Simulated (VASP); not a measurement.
# Zr₁₂O: harmonic vibrations of an adsorbate, by atoms left free

Zr₁₂O, slab, 13 atoms in the cell. PBE, harmonic vibrations; PAW potentials Zr_sv, O (PBE set).

| Atoms left free | Zero-point energy (eV) | Vibrational entropy at 298 K (meV/K) | Displaced cells | Ionic steps, all stages | Electronic steps, all stages | Time (s) |
|---|---|---|---|---|---|---|
| the adsorbate | 0.074 | 0.126 | 6 | 30 | 498 | 964 |
| the adsorbate and the three nearest surface atoms | 0.148 | 1.354 | 24 | 48 | 750 | 1587 |
| the adsorbate and the four nearest surface atoms | 0.168 | 1.837 | 30 | 54 | 831 | 2146 |

Limits: the slab is thin and the surface cell small, so the value carries both errors; the zero-point energy and the entropy count all atoms left free, so they grow with their number.

## Input of the first row

INCAR.step1:
```
PREC = Accurate
ENCUT = 400
EDIFF = 1E-7
ISMEAR = 1
SIGMA = 0.1
LREAL = F
LASPH = T
NELM = 100
ALGO = Normal
LWAVE = F
LCHARG = F
KPAR = 2
IBRION = 2
NSW = 100
ISIF = 2
EDIFFG = -0.01
POTIM = 0.5
```

INCAR.step2:
```
PREC = Accurate
ENCUT = 400
EDIFF = 1E-7
ISMEAR = 1
SIGMA = 0.1
LREAL = F
LASPH = T
NELM = 100
ALGO = Normal
LWAVE = F
LCHARG = F
KPAR = 2
IBRION = 5
NFREE = 2
POTIM = 0.015
NSW = 1
```

KPOINTS:
```
k-points
0
Gamma
  3 3 1
```

POSCAR.step1:
```
Zr12O
1.0
    6.4640000000      0.0000000000      0.0000000000
    3.2320000000      5.5979882100      0.0000000000
    0.0000000000      0.0000000000     20.3170000000
Zr O
12 1
Selective dynamics
Direct
    0.0000000000      0.0000000000      0.2953191908  F F F
    0.5000000000      0.0000000000      0.2953191908  F F F
    0.0000000000      0.5000000000      0.2953191908  F F F
    0.5000000000      0.5000000000      0.2953191908  F F F
   -0.1666666667      0.3333333333      0.4219865138  T T T
    0.3333333333      0.3333333333      0.4219865138  T T T
   -0.1666666667      0.8333333333      0.4219865138  T T T
    0.3333333333      0.8333333333      0.4219865138  T T T
    0.0000000000      0.0000000000      0.5486538367  T T T
    0.5000000000      0.0000000000      0.5486538367  T T T
    0.0000000000      0.5000000000      0.5486538367  T T T
    0.5000000000      0.5000000000      0.5486538367  T T T
    0.1666666667      0.1666666667      0.6237227427  T T T
```

POSCAR.step2:
```
Zr12O
1.0
    6.4640000000      0.0000000000      0.0000000000
    3.2320000000      5.5979882100      0.0000000000
    0.0000000000      0.0000000000     20.3170000000
Zr O
12 1
Selective dynamics
Direct
    0.0000000000      0.0000000000      0.2953191908  F F F
    0.5000000000      0.0000000000      0.2953191908  F F F
    0.0000000000      0.5000000000      0.2953191908  F F F
    0.5000000000      0.5000000000      0.2953191908  F F F
    0.8357344165      0.3321327917      0.4155617245  F F F
    0.3321327917      0.3321327917      0.4155617245  F F F
    0.8333333333      0.8333333333      0.4171048786  F F F
    0.3321327917      0.8357344165      0.4155617245  F F F
    0.0016081574      0.0016081574      0.5445988608  F F F
    0.4967836853      0.0016081574      0.5445988608  F F F
    0.0016081574      0.4967836853      0.5445988608  F F F
    0.5000000000      0.5000000000      0.5355957110  F F F
    0.1666666667      0.1666666667      0.5909298687  T T T
```

Commands (each step's output is kept before the next begins):
```
cat potpaw_PBE.64/Zr_sv/POTCAR potpaw_PBE.64/O/POTCAR > POTCAR
cp INCAR.step1 INCAR
cp POSCAR.step1 POSCAR
mpirun -np 8 vasp_std > vasp.out
# POSCAR: the relaxed cell, only the named atoms free
cp INCAR.step2 INCAR
cp POSCAR.step2 POSCAR
mpirun -np 8 vasp_std > vasp.out
```

VASP 6.6.1 took 964 s on 8 cores (AMD EPYC 9R45 (Zen 5)), a shared host.
